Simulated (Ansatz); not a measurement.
Zinc-blende AlSb was calculated with BLYP (plane waves, PAW; Ansatz, an electronic-structure program).

Run with plane-wave cutoff 520 eV, 10×10×10 k mesh, Fermi–Dirac smearing 0.01 eV, scalar-relativistic PAW data made under PBE.

Energies at three volumes about the minimum:

```json
[
 {"V (Å³/atom)": "30.880", "E − E_lowest (meV/atom)": "1.69"},
 {"V (Å³/atom)": "31.511", "E − E_lowest (meV/atom)": "0.00"},
 {"V (Å³/atom)": "32.141", "E − E_lowest (meV/atom)": "1.63"}
]
```

Problem. Fit a parabola by hand: where is the minimum, what lattice constant follows, and what is the bulk modulus?

Solution. Slopes: (0.00 − 1.69)/(31.511 − 30.880) = -2.678 and (1.63 − 0.00)/(32.141 − 31.511) = 2.587 meV/Å³. Curvature E″ = 2 × (2.587 − (-2.678))/(32.141 − 30.880) = 8.351 meV/Å⁶. From the middle of the first interval, the slope vanishes at V0 = 31.1955 − (-2.678)/8.351 = 31.516 Å³/atom. B = V0 E″ = 31.516 × 8.351 meV/Å³ × 0.1602 GPa per meV/Å³ = 42.2 GPa. With 8 atoms in the cube, a = (8 × 31.516)^(1/3) = 6.317 Å. The full Birch–Murnaghan fit to all volumes gives V0 = 31.504 Å³/atom and B0 = 42.2 GPa.

Measured, for comparison: bulk modulus 58.2 GPa (temperature not stated, no zero-point or thermal correction; as tabulated in Toher et al. (2017), arXiv:1611.05714); lattice constant a 6.128 Å (low temperature, thermal expansion removed or low-temperature value; zero-point expansion not removed; as tabulated in Zhang et al. (2018), doi:10.1088/1367-2630/aac7f0). Computed (rounded) less measured: bulk modulus -27 %.
